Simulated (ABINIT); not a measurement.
A calculation with ABINIT 10.8.3 (patched build) of LiH (ASE script, structure from a POSCAR):

Contents of run.py:

```python
import json, os
import numpy as np
from ase.units import GPa
from ase.calculators.abinit import Abinit, AbinitProfile
from ase.io import read

atoms = read('POSCAR')

profile = AbinitProfile(command='abinit', pp_paths=[os.path.abspath('pseudos')])
params = dict(
    pps='pawxml', xc='PBE',
    ecut=680.2847,
    pawecutdg=1278.9352,
    kptopt=1,
    ngkpt=[11, 11, 11],
    nshiftk=1,
    shiftk=[0.0, 0.0, 0.0],
    ixc=11,
    nband=6,
    occopt=3,
    tsmear=0.05,
    nstep=100,
    tolvrs=1e-09,
    prtwf=0,
    prtden=0,
)

atoms.calc = Abinit(profile=profile, directory='run', **params)
energy = atoms.get_potential_energy()
forces = atoms.get_forces()
stress = atoms.get_stress()
print(f'energy {energy:.6f} eV')
print('forces (eV/A)')
print(np.round(forces, 5))
print('stress (GPa, Voigt, tension positive)', np.round(stress / GPa, 4))
json.dump(dict(energy=energy, forces=forces.tolist(), stress=stress.tolist(), cell=atoms.cell.tolist(), frac=atoms.get_scaled_positions(wrap=False).tolist()), open('results.json', 'w'))
```

Contents of POSCAR:

```
LiH
1.0
    0.0000000000      2.0367500000      2.0367500000
    2.0367500000      0.0000000000      2.0367500000
    2.0367500000      2.0367500000      0.0000000000
Li H
1 1
Direct
    0.0000000000      0.0000000000      0.0000000000
    0.5000000000      0.5000000000      0.5000000000
```

Potentials or basis: JTH PAW PBE v2.0.

Launch:

```bash
$ python run.py
```

Q: Write the same calculation in another form: native input, structure from a POSCAR.

A: As run:

run.abi

```
# Pseudopotentials
pp_dirpath "./"
pseudos "Li.GGA_PBE-JTH.xml, H.GGA_PBE-JTH.xml"

# Structure
structure "poscar:POSCAR"
natom 2

# Plane-wave basis
ecut 25.0
pawecutdg 47.0

# k points
kptopt 1
ngkpt 11 11 11
nshiftk 1
shiftk 0.0 0.0 0.0

# Exchange and correlation
ixc 11

# Bands and occupations
nband 6
occopt 3
tsmear 0.05 eV

# SCF cycle
nstep 100
tolvrs 1.0e-9

# Output
iomode 3
prtwf 0
prtden 0
prteig 0
prtebands 0
```

File POSCAR:

```
LiH
1.0
    0.0000000000      2.0367500000      2.0367500000
    2.0367500000      0.0000000000      2.0367500000
    2.0367500000      2.0367500000      0.0000000000
Li H
1 1
Direct
    0.0000000000      0.0000000000      0.0000000000  Li
    0.5000000000      0.5000000000      0.5000000000  H
```

Potentials or basis: JTH PAW PBE v2.0.

Command:

```sh
$ abinit run.abi > log 2>&1
```

Both were run:

|  | ASE script, structure from a POSCAR | native input, structure from a POSCAR |
| --- | --- | --- |
| Pressure | -1.9 GPa | -1.9 GPa |
| Band gap on the k mesh | 3.19 eV, direct | 3.19 eV, direct |
| Valence electrons inside the program's atomic spheres | Li 2.07; H 0.45 | Li 2.07; H 0.45 |

Keys that steer only the numerical path or the files written may differ.

Caveat: an odd mesh through Γ misses points on the zone boundary, where band edges often lie.
